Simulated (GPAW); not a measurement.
I:

```
I
1.0
     3.63503   -2.39502    0.00000
     3.63503    2.39502    0.00000
     0.00000    0.00000    9.79344
I
4
Direct
  0.64930 0.35070 0.38440
  0.14930 0.85070 0.11560
  0.35070 0.64930 0.61560
  0.85070 0.14930 0.88440
```

* Program: GPAW 26.7.0
* Task: relaxation of cell and atoms
* Functional: PBEsol
* Dispersion: D3(BJ)+ATM
* Potentials or basis: PAW data sets generated in the run's folder for this functional
* Cutoff: 600 eV
* Basis: pw
* k mesh: 5 × 5 × 2
* Occupations: fermi-dirac, width 0.05 eV
* Spin: no spin polarisation

At the start: pressure -0.6 GPa; volume 42.63 Å³/atom.

Question: How do energy, volume and symmetry change on relaxing?

Answer: Over 24 steps the energy falls by 85.6 meV/atom and the volume is 36.26 Å³/atom (-14.9 %); space group Cmce (No. 64, to 0.05 Å).

The path:
| step | energy change (eV) | largest force (eV/Å) | pressure (GPa) | volume (Å³) |
| --- | --- | --- | --- | --- |
| 1 | 0.0000 | 0.9022 | -0.63 | 170.52 |
| 2 | -0.0431 | 0.6786 | -1.03 | 170.22 |
| 3 | -0.1366 | 0.1046 | -1.99 | 167.94 |
| 4 | -0.1706 | 0.1112 | -2.17 | 165.52 |
| 5 | -0.2068 | 0.3277 | -1.96 | 161.10 |
| 6 | -0.2325 | 0.3984 | -1.49 | 157.62 |
| 7 | -0.2703 | 0.3346 | -0.48 | 152.96 |
| 8 | -0.2848 | 0.2156 | 0.09 | 151.44 |
| 9 | -0.2886 | 0.2040 | 0.08 | 151.40 |
| 10 | -0.3124 | 0.2007 | 0.00 | 149.83 |
| 11 | -0.3262 | 0.1755 | -0.03 | 147.50 |
| 12 | -0.3331 | 0.0880 | -0.02 | 145.58 |
| 13 | -0.3348 | 0.0227 | 0.01 | 144.88 |
| 14 | -0.3349 | 0.0203 | 0.02 | 144.83 |
| 15 | -0.3354 | 0.0313 | 0.04 | 144.74 |
| 16 | -0.3363 | 0.0572 | 0.06 | 144.63 |
| 17 | -0.3383 | 0.0878 | 0.08 | 144.51 |
| 18 | -0.3406 | 0.0887 | 0.07 | 144.49 |
| 19 | -0.3420 | 0.0433 | 0.05 | 144.65 |
| 20 | -0.3424 | 0.0095 | 0.04 | 144.83 |
| 21 | -0.3424 | 0.0071 | 0.03 | 144.86 |
| 22 | -0.3424 | 0.0056 | 0.02 | 144.88 |
| 23 | -0.3425 | 0.0053 | 0.01 | 144.94 |
| 24 | -0.3425 | 0.0070 | -0.01 | 145.06 |

Final structure:
```
I
1.0
     3.52338   -2.13642    0.00000
     3.52338    2.13642    0.00000
     0.00000   -0.00001    9.63534
I
4
Direct
  0.67702 0.32298 0.37657
  0.17702 0.82298 0.12343
  0.32298 0.67702 0.62343
  0.82298 0.17702 0.87657
```

Caveat: later steps reuse the first step's grids.
